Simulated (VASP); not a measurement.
# Tc₁₂H: harmonic vibrations of an adsorbate, by atoms left free

Tc₁₂H, slab, 13 atoms in the cell. PBE, harmonic vibrations; PAW potentials Tc_pv, H (PBE set).

| Atoms left free | Zero-point energy (eV) | Vibrational entropy at 298 K (meV/K) | Displaced cells | Ionic steps, all stages | Electronic steps, all stages | Time (s) |
|---|---|---|---|---|---|---|
| the adsorbate | 0.172 | 0.018 | 6 | 28 | 469 | 591 |
| the adsorbate and the three nearest surface atoms | 0.239 | 1.270 | 24 | 46 | 734 | 1065 |
| the adsorbate and the four nearest surface atoms | 0.262 | 1.694 | 30 | 52 | 829 | 1341 |

Limits: the slab is thin and the surface cell small, so the value carries both errors; the zero-point energy and the entropy count all atoms left free, so they grow with their number.

## Input of the first row

INCAR.step1:
```
SYSTEM = Tc12H
PREC = Accurate ; ENCUT = 300
EDIFF = 1E-7 ; ISMEAR = 1
SIGMA = 0.1 ; LREAL = .FALSE.
LASPH = .TRUE. ; NELM = 100
ALGO = Normal ; LWAVE = .FALSE.
LCHARG = .FALSE. ; KPAR = 2
IBRION = 2 ; NSW = 100
ISIF = 2 ; EDIFFG = -0.01
POTIM = 0.5
```

INCAR.step2, as INCAR.step1 but for:
```
- IBRION = 2
- NSW = 100
- ISIF = 2
- EDIFFG = -0.01
- POTIM = 0.5
+ IBRION = 5
+ NFREE = 2
+ POTIM = 0.015
+ NSW = 1
```

KPOINTS:
```
k-points
0
Gamma
  4 4 1
```

POSCAR.step1:
```
Tc12H
1.0
    5.5154328933      0.0000000000      0.0000000000
    2.7577164466      4.7765049984      0.0000000000
    0.0000000000      0.0000000000     19.6733320997
Tc H
12 1
Selective dynamics
Direct
    0.1666666667      0.1666666667      0.3049813814  F F F
    0.6666666667      0.1666666667      0.3049813814  F F F
    0.1666666667      0.6666666667      0.3049813814  F F F
    0.6666666667      0.6666666667      0.3049813814  F F F
   -0.1666666667      0.3333333333      0.4194340851  T T T
    0.3333333333      0.3333333333      0.4194340851  T T T
   -0.1666666667      0.8333333333      0.4194340851  T T T
    0.3333333333      0.8333333333      0.4194340851  T T T
    0.0000000000      0.0000000000      0.5338867888  T T T
    0.5000000000      0.0000000000      0.5338867888  T T T
    0.0000000000      0.5000000000      0.5338867888  T T T
    0.5000000000      0.5000000000      0.5338867888  T T T
    0.1666666667      0.1666666667      0.5743407549  T T T
```

POSCAR.step2:
```
Tc12H
1.0
    5.5154328933      0.0000000000      0.0000000000
    2.7577164466      4.7765049984      0.0000000000
    0.0000000000      0.0000000000     19.6733320997
Tc H
12 1
Selective dynamics
Direct
    0.1666666667      0.1666666667      0.3049813814  F F F
    0.6666666667      0.1666666667      0.3049813814  F F F
    0.1666666667      0.6666666667      0.3049813814  F F F
    0.6666666667      0.6666666667      0.3049813814  F F F
    0.8190763339      0.3404618330      0.4142047426  F F F
    0.3404618330      0.3404618330      0.4142047426  F F F
    0.8333333333      0.8333333333      0.4113151727  F F F
    0.3404618330      0.8190763339      0.4142047426  F F F
    0.9976920932      0.9976920932      0.5231112667  F F F
    0.5046158136      0.9976920932      0.5231112667  F F F
    0.9976920932      0.5046158136      0.5231112667  F F F
    0.5000000000      0.5000000000      0.5228124615  F F F
    0.1666666667      0.1666666667      0.5773782521  T T T
```

Commands (each step's output is kept before the next begins):
```
cat potpaw_PBE.64/Tc_pv/POTCAR potpaw_PBE.64/H/POTCAR > POTCAR
cp INCAR.step1 INCAR
cp POSCAR.step1 POSCAR
mpirun -np 8 vasp_std > vasp.out
# POSCAR: the relaxed cell, only the named atoms free
cp INCAR.step2 INCAR
cp POSCAR.step2 POSCAR
mpirun -np 8 vasp_std > vasp.out
```

VASP 6.6.1 took 591 s on 8 cores (Intel Xeon Platinum 8488C (Sapphire Rapids)), a shared host.
